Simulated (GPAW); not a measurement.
Write an ASE script for GPAW 26.7.0 that does the following.

```
Task                : single point
Functional          : PBE
Potentials or basis : GPAW PAW data sets (gpaw-data 1.2.1)
Cutoff              : 600 eV
Basis               : pw
k mesh              : 9 × 9 × 5
Occupations         : gaussian, width 0.1 eV
Spin                : no spin polarisation
Maxiter             : 150
```

The structure of In lies in POSCAR:

```
In
1.0
    3.3354847820      0.0000000000      0.0000000000
   -1.6677423910      2.8886145552      0.0000000000
    0.0000000000      0.0000000000      5.5091429200
In
2
Direct
    0.6666666667      0.3333333333      0.7500000000
    0.3333333333      0.6666666667      0.2500000000
```

This isn't the form of In at room conditions, which is tetragonal.

These files were run (other wordings do the same):

run.py

```python
from ase.dft.bandgap import bandgap
from ase.io import read, write
from ase.units import GPa
from gpaw import GPAW, PW

atoms = read('POSCAR')

calc = GPAW(mode=PW(600),
            xc='PBE',
            kpts={'size': (9, 9, 5), 'gamma': True},
            occupations={'name': 'methfessel-paxton', 'order': 0, 'width': 0.1},
            nbands=23,
            convergence={'density': 1e-05, 'energy': 1e-05},
            maxiter=150,
            txt='gpaw.txt')
atoms.calc = calc
energy = atoms.get_potential_energy()
forces = atoms.get_forces()
stress = atoms.get_stress()
calc.write('gs.gpw')
write('result.traj', atoms)
print(f'Energy: {energy:.6f} eV')
print('Forces (eV/A):')
print(forces.round(4))
print('Stress (GPa):', (stress / GPa).round(3))
print('Fermi level:', round(calc.get_fermi_level(), 4), 'eV')
print(f'Gap: {bandgap(calc)[0]:.4f} eV, direct: {bandgap(calc, direct=True)[0]:.4f} eV')
```

Potentials or basis: GPAW PAW data sets (gpaw-data 1.2.1), pw.

The run is started by

```sh
$ OMP_NUM_THREADS=1 python run.py
```

It gave:

```
Pressure               : 1.1 GPa
Band gap on the k mesh : none (metal or under the smearing width)
```

It took 23 s on 1 thread of Arm Neoverse V2, on a shared host, peak memory 0.18 GiB.
